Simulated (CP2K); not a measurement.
Runs of CP2K 2026.2 on PbSe (Clausthalite). Symmetry: Fm-3m, No. 225, cubic system. The conventional cell has a = 6.121 Å, b = 6.121 Å, c = 6.121 Å, α = 90.00°, β = 90.00°, γ = 90.00°. Around Pb (site symmetry m-3m) lie 6 Se at 3.06 Å. Se (site symmetry m-3m) is surrounded by 6 Pb at 3.06 Å. 

```csv
task,level,potentials or basis,k mesh,smearing,EPS_DEFAULT,EPS_SCF,k points reduced by the point group,NGRIDS,points a segment of the path (NPOINTS),gap on the mesh (eV),pressure (GPa),V0 of scaled cells (Å³/atom),B0 (GPa)
equation of state,LDA,"GTH_POTENTIALS Pb GTH-PADE-q4, Se GTH-PADE-q6; TZVP-MOLOPT-PBE-GTH basis",8 × 8 × 8,fermi-dirac 0.05 eV,1.0E-9,1.0E-6,yes,4,-,-,-,27.07,56
band structure,RPBE,"POTENTIAL_UZH Pb GTH-PBE-q4, Se GTH-PBE-q6; TZVP-MOLOPT-PBE-GTH basis",8 × 8 × 8,fermi-dirac 0.05 eV,1.0E-10,1.0E-6,yes,4,10,0.20,3.6,-,-
equation of state,PBEsol,"POTENTIAL_UZH Pb GTH-PBE-q4, Se GTH-PBE-q6; TZVP-MOLOPT-PBE-GTH basis",8 × 8 × 8,fermi-dirac 0.05 eV,1.0E-9,1.0E-6,yes,5,-,-,-,29.53,(a)
single point,PBE,"GTH_POTENTIALS Pb GTH-BLYP-q4, Se GTH-BLYP-q6; DZVP-MOLOPT-SR-GTH basis",8 × 8 × 8,fermi-dirac 0.05 eV,1.0E-9,1.0E-6,yes,5,-,(c),1.0,-,-
single point,PBE,"GTH_POTENTIALS Pb GTH-PBE-q4, Se GTH-PBE-q6; DZVP-MOLOPT-SR-GTH basis",8 × 8 × 8,fermi-dirac 0.05 eV,1.0E-9,1.0E-6,yes,5,-,(b),2.3,-,-
single point,PBE,"POTENTIAL_UZH Pb GTH-PBE-q4, Se GTH-PBE-q6; TZVP-MOLOPT-PBE-GTH basis",8 × 8 × 8,gaussian 0.029 eV,1.0E-10,1.0E-6,yes,5,-,0.14,3.0,-,-
single point,PBE,"POTENTIAL_UZH Pb GTH-PBE-q4, Se GTH-PBE-q6; TZVP-MOLOPT-PBE-GTH basis",8 × 8 × 8,gaussian 0.011 eV,1.0E-10,1.0E-6,yes,4,-,0.14,3.0,-,-
```

Alike in all rows: no spin polarisation; cell as given.

**Question.** Fill in the values left out.

**Answer.** (a) 50; (b) 0.32; (c) 0.23.

Caveats: the basis of atomic orbitals isn't converged, which shifts pressures, moduli and gaps; spin-orbit coupling is left out, which as a rule narrows the gap of such compounds by several tenths of an eV (some runs); the potentials were made for another functional, which shifts forces and pressure (some runs).

A k mesh can miss the band edges, and the runs leave out spin-orbit coupling on Pb, Se.

Not every run made on this cell is shown here.
